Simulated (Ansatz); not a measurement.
Runs of Ansatz 0.2.0 on CuO. The structure is cubic, space group F-43m (No. 216). The conventional cell has a = 4.655 Å, b = 4.655 Å, c = 4.655 Å, α = 90.00°, β = 90.00°, γ = 90.00°. Around Cu (site symmetry -43m) lie 4 O at 2.02 Å. O (site symmetry -43m) is surrounded by 4 Cu at 2.02 Å. Measurements of this composition are mostly on another form, of space group No. 15.

| task | level | U | cell | k mesh | cutoff (eV) | points for each segment of the path | hubbard projectors | double counting | atoms under strain | gap on the mesh (eV) | pressure (GPa) | relaxed volume (Å³/atom) |
| --- | --- | --- | --- | --- | --- | --- | --- | --- | --- | --- | --- | --- |
| band structure | BLYP | - | as given | 10 × 10 × 10 | 420 | 14 | - | - | - | none | (b) | - |
| band structure | PBEsol | - | as given | 10 × 10 × 10 | 420 | 14 | - | - | - | none | -15.6 | - |
| relaxation of cell and atoms | r2SCAN+U | Cu d U = 5.3 eV | relaxed | 10 × 10 × 10 | 500 | - | ortho-atomic (the default) | fll (the default) | - | none | 0.0 | 11.33 |
| relaxation of cell and atoms | r2SCAN | - | relaxed | 10 × 10 × 10 | 500 | - | - | - | - | none | 0.0 | 11.12 |
| relaxation of cell and atoms | PBEsol+U | Cu d U = 5.3 eV | relaxed | 10 × 10 × 10 | 420 | - | ortho-atomic (the default) | fll (the default) | - | none | 0.0 | 11.23 |
| band structure | LDA+U | Cu d U = 4.5 eV | as given | 10 × 10 × 10 | 420 | 14 | ortho-atomic (the default) | fll (the default) | - | none | (a) | - |
| elastic constants | PBEsol | - | as given | 8 × 8 × 8 | 420 | - | - | - | relaxed | none | (c) | - |
| relaxation of cell and atoms | LDA | - | relaxed | 10 × 10 × 10 | 420 | - | - | - | - | none | 0.0 | 10.59 |

Alike in all rows: potentials or basis Ansatz PAW; no spin polarisation; smearing fermi-dirac 0.05 eV.

Task: Estimate the missing entries.

Result: (a) -18.2; (b) -5.2; (c) -15.7.

Caveats: an odd number of electrons without spin polarisation forces a metal; a magnetic or distorted state may lie lower; the run has no spin polarisation, though such a crystal can be magnetic; the PAW data sets come from PBE, with cores solved anew for the run's functional, which leaves a small shift of forces and pressure; semilocal functionals often make such compounds metallic where correlation or magnetic order opens a gap, which also shifts bond lengths (some runs); the plane-wave basis is chosen anew once the cell has moved, so the energies of steps on either side of that aren't comparable (some runs); U without spin polarisation on a metal has little footing (some runs).

A gap of «none» marks a metal or a gap under the smearing width.

Runs at the PBE level aren't shown here.
